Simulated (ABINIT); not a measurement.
Crystal: TiB2.

```
Ti B
1.0
     3.02920    0.00000    0.00000
    -1.51460    2.62336    0.00000
     0.00000    0.00000    3.22840
Ti B
1 2
Direct
  0.00000 0.00000 0.00000
  0.66667 0.33333 0.50000
  0.33333 0.66667 0.50000
```

| Item | Value |
| --- | --- |
| Program | ABINIT 10.8.3 (patched build) |
| Task | single point |
| Functional | PBEsol |
| Potentials or basis | PseudoDojo NC SR PBEsol v0.4.1 standard |
| Cutoff | 1143 eV |
| k mesh | 10 × 10 × 8 |
| Occupations | fermi-dirac, width 0.05 eV |
| Spin | no spin polarisation |

On this cell: pressure -4.7 GPa; largest force under 0.003 eV/Å; band gap on the k mesh none (metal or under the smearing width).

The same run follows on a disturbed copy (atoms moved at random, drawn with an rms of 0.05 Å):

```
Ti B
1.0
     3.02920    0.00000    0.00000
    -1.51460    2.62336    0.00000
     0.00000    0.00000    3.22840
Ti B
1 2
Direct
  0.99663 0.98608 0.98473
  0.65640 0.31348 0.50274
  0.33149 0.66649 0.49409
```

Q: What changes?

A: The energy (extrapolated to zero smearing) moves by +13.2 meV/atom; pressure -4.1 GPa; largest force 0.960 eV/Å; band gap on the k mesh none (metal or under the smearing width).

Forces in eV/Å, atoms in the order of the input:
```
Ti  -0.204  0.139  0.622
B    0.044  0.794 -0.464
B    0.160 -0.933 -0.158
```

Stress tensor (GPa, compression positive):
```
-4.58  0.06 -0.16
 0.06 -1.59  0.09
-0.16  0.09 -6.07
```
